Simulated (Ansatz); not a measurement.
HfC:

```
Hf C
1.0
     0.00000    2.32500    2.32500
     2.32500    0.00000    2.32500
     2.32500    2.32500    0.00000
Hf C
1 1
Direct
  0.50000 0.50000 0.50000
  0.00000 0.00000 0.00000
```

```yaml
Program: Ansatz 0.2.0
Task: relaxation of cell and atoms
Functional: revPBE
Dispersion: D4
Potentials_or_basis: all-electron LAPW, scalar-relativistic
Basis_error_allowed: 0.001 eV/atom
k_mesh: 10 × 10 × 10
Occupations: fermi-dirac, width 0.05 eV
Spin: no spin polarisation
```

At the start: volume 12.57 Å³/atom.

Question: Where does the relaxation end?

Answer: Over 5 steps the energy falls by 2.1 meV/atom and the volume is 12.38 Å³/atom (-1.5 %); space group Fm-3m (No. 225, to 0.05 Å).

Step by step:
| step | energy change (eV) | largest force (eV/Å) | volume (Å³) |
| --- | --- | --- | --- |
| 1 | 0.0000 | 0.0000 | 25.14 |
| 2 | -0.0021 | 0.0000 | 24.49 |
| 3 | -0.0042 | 0.0000 | 24.76 |
| 4 | -0.0042 | 0.0000 | 24.76 |
| 5 | -0.0042 | 0.0000 | 24.76 |

Final structure:
```
CELL_PARAMETERS angstrom
0.00000 2.31321 2.31321
2.31321 0.00000 2.31321
2.31321 2.31321 0.00000
ATOMIC_POSITIONS crystal
Hf 0.50000 0.50000 0.50000
C 0.00000 0.00000 0.00000
```
